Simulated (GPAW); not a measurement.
Sn: relaxation of cell and atoms with PBE

The system is Sn.

```
Sn
1.0
    -1.89465    1.89465    1.89465
     1.89465   -1.89465    1.89465
     1.89465    1.89465   -1.89465
Sn
1
Direct
  0.00000 0.00000 0.00000
```

This isn't the form of Sn at room conditions, which is tetragonal (white tin).

```yaml
Program: GPAW 26.7.0
Task: relaxation of cell and atoms
Functional: PBE
Potentials_or_basis: GPAW PAW data sets (gpaw-data 1.2.1)
Cutoff: 600 eV
Basis: pw
k_mesh: 10 × 10 × 10
Occupations: fermi-dirac, width 0.05 eV
Spin: no spin polarisation
Maxiter: 150
Optimizer: BFGS
Fmax: 0.02 eV/Å
Max_steps: 60
Convergence: density=1e-05 forces=0.0001
```

```yaml
Relaxed_volume: 27.44 Å³/atom
Relaxed_cell: a = 3.291 Å, b = 3.291 Å, c = 3.291 Å, α = 109.47°, β = 109.47°, γ = 109.47°
Space_group_after_relaxing_to_0.05_Å: Im-3m (No. 229)
Energy_gained_by_relaxing: 0.2 meV/atom
Ionic_steps: 3
Pressure_after_relaxing: 0.0 GPa
Band_gap_on_the_k_mesh: none (metal or under the smearing width)
```

Step by step:
| step | energy change (eV) | largest force (eV/Å) | pressure (GPa) | volume (Å³) |
| --- | --- | --- | --- | --- |
| 1 | 0.0000 | 0.0000 | 0.38 | 27.20 |
| 2 | -0.0001 | 0.0000 | 0.26 | 27.28 |
| 3 | -0.0002 | 0.0000 | 0.00 | 27.44 |

Final structure:
```
CELL_PARAMETERS angstrom
-1.90004 1.90004 1.90004
1.90004 -1.90004 1.90004
1.90004 1.90004 -1.90004
ATOMIC_POSITIONS crystal
Sn 0.00000 0.00000 0.00000
```

Levels at points of the mesh, in eV from the Fermi level:
| k point | band 4 | band 5 | band 6 | band 7 | band 8 | band 9 | band 10 |
| --- | --- | --- | --- | --- | --- | --- | --- |
| (0.00, 0.00, 0.00) | -21.38 | -21.38 | -10.97 | 7.90 | 7.90 | 7.90 | 12.23 |
| (0.50, 0.50, 0.00) | -21.39 | -21.30 | -6.35 | -4.35 | 3.60 | 5.44 | 7.93 |
| (0.50, 0.50, 0.50) | -21.32 | -21.32 | -2.46 | -0.44 | -0.44 | -0.44 | 3.87 |

It took 20 s on 1 thread of Arm Neoverse V2, on a shared host, peak memory 0.16 GiB.

Caveat: later steps reuse the first step's grids.
